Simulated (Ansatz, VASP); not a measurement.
**One calculation of AlN, two programs**

```
CELL_PARAMETERS angstrom
0.00000 -2.00133 -2.00133
0.00000 2.00133 -2.00133
4.00265 0.00000 0.00000
ATOMIC_POSITIONS crystal
Al 0.52319 0.47681 0.00000
Al 0.97681 0.02319 0.50000
N 0.49159 0.50841 0.50000
N 0.00841 0.99159 0.00000
```

Change from the starting cell: mode 4 frozen in at -0.094 Å, equal normal strain along x, y and z -0.0167.

Alike in both runs: task single point; functional PBE; k mesh 8 × 8 × 6; occupations gaussian, width 0.05 eV; no spin polarisation.

|  | VASP | Ansatz |
| --- | --- | --- |
| version | VASP 6.6.1 | Ansatz 0.2.0 |
| potentials or method | VASP PAW PBE potentials, release 64 (Al, N) | scalar-relativistic, plane waves, PAW |
| plane-wave cutoff (eV) | 520 | 520 |
| valence electrons in the cell | 16 | 16 |

```csv
,VASP,Ansatz,Ansatz less VASP
gap on the k mesh at the Fermi level (eV),4.85,4.87,+0.024
least direct gap on the mesh (eV),4.90,4.93,+0.024
pressure (GPa),14.6,15.0,+0.34
largest component of the traceless stress (GPa),1.54,1.54,-0.005
rms of the force components (eV/Å),0.460,0.460,-0.0001
```

Atom by atom the forces differ by 0.001 eV/Å (rms over components). The functional is the same, so the differences come from potentials, cutoffs and numerics.

Caveats: forces of over 1 eV/Å show positions far from the minimum, so gaps and moduli don't describe the material at rest. A k mesh can miss the band edges.
